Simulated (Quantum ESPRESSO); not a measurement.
**Ge: equation of state with PBE**

Crystal: Ge.

```
Ge
1.0
     1.39715   -2.60052    0.00000
     1.39715    2.60052    0.00000
     0.00000    0.00000    2.69823
Ge
1
Direct
  0.50000 0.50000 0.00000
```

This isn't the form of Ge at room conditions, which is diamond.

* Program: Quantum ESPRESSO 7.5
* Task: equation of state
* Functional: PBE
* Potentials or basis: SSSP 1.3 efficiency PBE
* Cutoff: 748 eV
* Density cutoff: 5987 eV
* k mesh: 11 × 11 × 10
* Occupations: fermi-dirac, width 0.05 eV
* Spin: no spin polarisation
* Mixing beta: 0.5
* Most SCF iterations: 120
* SCF threshold: 2e-10 Ry

```json
{
 "Equilibrium volume": "19.42 Å³/atom",
 "Bulk modulus at fixed shape and positions": "66 GPa",
 "Pressure derivative of the bulk modulus": "4.5"
}
```

Energy against volume, from the lowest point:
```
volume (Å³/atom)  energy (meV/atom)
          18.431              10.96
          18.823               3.59
          19.215               0.07
          19.607               0.00
          19.999               3.02
          20.391               8.81
          20.783              17.06
```

All runs of the series together: 3.5 min on 1 thread of Arm Neoverse V1, with other jobs on the host.

Caveat: the cell was scaled at fixed shape and fractional positions, which overstates the stiffness of a crystal with free parameters, most of all of layers and chains.
